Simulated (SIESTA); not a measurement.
The system is NiO2.

```
Ni O
1.0
     2.79878    0.00000    0.00000
    -1.39939    2.42382    0.00000
     0.00000    0.00000    4.61827
Ni O
1 2
Cartesian
  0.0000 0.0000 2.3091
  0.0000 1.6159 1.3576
  1.3994 0.8079 3.2607
```

The cell comes from a database or a generator and needn't be the stable form of this composition.

Base run:

- Program: SIESTA 5.4.2
- Functional: PBEsol
- Potentials or basis: PseudoDojo 0.4 standard (PBEsol files)
- Basis: DZP (energy shift 0.003 Ry; two zetas on semicore shells)
- Grid cutoff: 800 Ry
- Energy shift: 0.003 Ry
- k mesh: 11 × 11 × 6
- Occupations: fermi-dirac, width 0.05 eV
- Spin: collinear spin, ferromagnetic start
- Starting moments: [1.0, 0.0, 0.0] μB

Its results: band gap on the k mesh 0.82 eV, indirect (least direct gap 1.09 eV); pressure -2.3 GPa; net moment 0.00 μB per cell; largest force 0.077 eV/Å.

Q: The run is repeated on the same cell with these changes: functional from PBEsol to LDA; potentials or basis from PseudoDojo 0.4 standard (PBEsol files) to PseudoDojo 0.4 standard (LDA files). What comes out?

A: Band gap on the k mesh 0.76 eV, indirect (least direct gap 1.04 eV); pressure -8.7 GPa; net moment 0.00 μB per cell; largest force 0.450 eV/Å.

Caveats: short orbitals over semicore shells can move pressures by several GPa; the basis of atomic orbitals isn't converged, which shifts pressures, moduli and gaps.

A k mesh can miss the band edges.

Not every run made on this cell is shown here.
